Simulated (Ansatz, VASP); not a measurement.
**One calculation of AlN, two programs**

File INCAR:

```
  PREC = Accurate
  ENCUT = 520
  EDIFF = 1E-7
  ISMEAR = 0
  SIGMA = 0.05
  LREAL = F
  LASPH = T
  NELM = 80
  ALGO = Normal
  ISIF = 2
  LWAVE = F
  LCHARG = F
  GGA = PE
  NBANDS = 16
```

KPOINTS

```
Automatic mesh
0
Gamma
  9 9 6
```

Contents of POSCAR:

```
AlN
1.0
    3.3121157418      0.0000000000      0.0000000000
   -1.6560578709      2.8683763727      0.0000000000
    0.0000000000      0.0000000000      4.1875630000
Al N
2 2
Direct
    0.3856277259      0.7712554518      0.6067185735
    0.6666666667      0.3333333333      0.2500000000
    0.3333333333      0.6666666667      0.2500000000
    0.6666666667      0.3333333333      0.7500000000
```

Input for Ansatz:

```yaml
crystal:
  lattice:
    - [3.3121157418, 0.0, 0.0]
    - [-1.6560578709, 2.8683763727, 0.0]
    - [0.0, 0.0, 4.187563]
  atoms:
    - { symbol: Al, position: [0.3856277259, 0.7712554518, 0.6067185735] }
    - { symbol: Al, position: [0.6666666667, 0.3333333333, 0.25] }
    - { symbol: "N", position: [0.3333333333, 0.6666666667, 0.25] }
    - { symbol: "N", position: [0.6666666667, 0.3333333333, 0.75] }
basis:
  ecutwfc: 420
kpoints:
  mp_grid: { grid: [9, 9, 6] }
hamiltonian:
  xc: pbe
scf:
  occupations: { method: gaussian, width: 0.05 }
output:
  forces: true
  stress: true
  eigenvalues: true
```

Alike in both runs: task single point; functional PBE; k mesh 9 × 9 × 6; occupations gaussian, width 0.05 eV; no spin polarisation.

|  | VASP | Ansatz |
| --- | --- | --- |
| version | VASP 6.6.1 | Ansatz 0.2.0 |
| potentials or method | VASP PAW PBE potentials, release 64 (Al, N) | scalar-relativistic, plane waves, PAW |
| plane-wave cutoff (eV) | 520 | 420 |
| valence electrons in the cell | 16 | 16 |

```tsv
	VASP	Ansatz	Ansatz less VASP
gap on the k mesh at the Fermi level (eV)	3.19	3.20	+0.002
least direct gap on the mesh (eV)	3.19	3.20	+0.002
rms of the force components (eV/Å)	6.065	6.017	-0.0481
```

Atom by atom the forces differ by 0.051 eV/Å (rms over components).

Caveats: an odd mesh through Γ misses points on the zone boundary, where band edges often lie; forces of over 1 eV/Å show positions far from the minimum, so gaps and moduli don't describe the material at rest.
